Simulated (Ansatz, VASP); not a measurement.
**Two plane-wave programs on W**

File POSCAR:

```
W
1.0
    3.6747199417      0.0000000000      0.0000000000
   -1.8373599709      3.1824008214      0.0000000000
    0.0000000000      0.0000000000      4.1690927847
W
3
Direct
    0.2254000000      0.0000000000      0.3333333333
    0.0000000000      0.2254000000      0.6666666667
    0.7746000000      0.7746000000      0.0000000000
```

File INCAR.step1:

```
  PREC = Accurate
  ENCUT = 520
  ISMEAR = 0
  SIGMA = 0.1
  LREAL = False
  LASPH = True
  NELM = 100
  NBANDS = 28
  GGA = PE
  ALGO = Normal
  EDIFF = 1E-4
  LWAVE = True
  LCHARG = False
```

The input INCAR.step2:

```
  PREC = Accurate
  ENCUT = 520
  EDIFF = 1E-6
  ISMEAR = 0
  SIGMA = 0.1
  LREAL = False
  LASPH = True
  NELM = 100
  ALGO = Normal
  ISIF = 2
  LWAVE = False
  LCHARG = True
  METAGGA = R2SCAN
  LMIXTAU = True
  LELF = True
  LVHAR = True
  NBANDS = 28
  ISTART = 1
```

Contents of KPOINTS:

```
regular mesh
0
Gamma
  6 6 4
```

Input for Ansatz:

```yaml
crystal:
  lattice:
    - [3.6747199417, 0.0, 0.0]
    - [-1.8373599709, 3.1824008214, 0.0]
    - [0.0, 0.0, 4.1690927847]
  atoms:
    - { symbol: W, position: [0.2254, 0.0, 0.3333333333] }
    - { symbol: W, position: [0.0, 0.2254, 0.6666666667] }
    - { symbol: W, position: [0.7746, 0.7746, 0.0] }
basis:
  ecutwfc: 500
kpoints:
  mp_grid: { grid: [6, 6, 4] }
hamiltonian:
  xc: r2scan
scf:
  occupations: { method: gaussian, width: 0.1 }
  lower_state_search: "off"
output:
  forces: true
  stress: true
  eigenvalues: true
```

Alike in both runs: task single point; functional r2SCAN; k mesh 6 × 6 × 4; occupations gaussian, width 0.1 eV; no spin polarisation.

|  | VASP | Ansatz |
| --- | --- | --- |
| version | VASP 6.6.1 | Ansatz 0.2.0 |
| potentials or method | VASP PAW PBE potentials, release 64 (W_sv) | scalar-relativistic, plane waves, PAW |
| plane-wave cutoff (eV) | 520 | 500 |
| valence electrons in the cell | 42 | 42 |

```csv
,VASP,Ansatz,Ansatz less VASP
gap on the k mesh at the Fermi level (eV),none,none,-
rms of the force components (eV/Å),11.304,10.367,-0.9366
```

Atom by atom the forces differ by 0.937 eV/Å (rms over components). A gap of «none» marks a metal or a gap that the smearing closes.

Caveats: the k mesh is coarse (spacing up to 0.38 Å⁻¹), so the values aren't converged; the PAW data sets were made with another functional, which shifts forces and pressure a little (VASP). The runs have no spin-orbit coupling, so splittings on W are missing.
